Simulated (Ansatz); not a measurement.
# What spin–orbit coupling does to the bands of Ru

```
Ru
1.0
     2.70580    0.00000    0.00000
    -1.35290    2.34329    0.00000
     0.00000    0.00000    4.28190
Ru
2
Direct
  0.33333 0.66667 0.25000
  0.66667 0.33333 0.75000
```

Atom numbers follow the list: Ru1, Ru2.

The cell is COD entry 9017842, as deposited and not checked against the literature; nothing was relaxed.

Methods: DFT, PBE, all-electron LAPW, scalar-relativistic (Ansatz 0.2.0); DFT, PBE, all-electron LAPW, Dirac equation with spin-orbit coupling (Ansatz 0.2.0).

The runs use a Γ-centred 14×14×8 k mesh, Fermi–Dirac smearing of 0.03 eV, basis error target 0.5 meV/atom, no spin polarisation.

Levels between -8 and 5 eV, each run counted from its own valence-band top where it has a gap, else its Fermi level. Scalar levels are listed once for both spins; with the coupling every spinor state is counted. Levels near the edges of the range can cross them.

**Question.** At Γ (0.000, 0.000, 0.000) the scalar-relativistic levels are -7.97, -6.19, -2.58 (×2), -2.41, -1.90 (×2), -1.38 (×2), 1.20 (×2), 1.30. What are they with spin–orbit coupling?

**Answer.** -7.98 (×2), -6.20 (×2), -2.72 (×2), -2.46 (×2), -2.45 (×2), -2.07 (×2), -1.77 (×2), -1.43 (×2), -1.29 (×2), 1.10 (×2), 1.27 (×2), 1.28 (×2).

**Question.** At K (0.333, 0.333, 0.000) the scalar-relativistic levels are -5.58, -4.30 (×2), -3.76, -2.83 (×2), -1.06, 1.02 (×2), 1.46. What are they with spin–orbit coupling?

**Answer.** -5.59 (×2), -4.33 (×2), -4.31 (×2), -3.77 (×2), -2.90 (×2), -2.79 (×2), -1.06 (×2), 0.95 (×2), 1.09 (×2), 1.45 (×2).
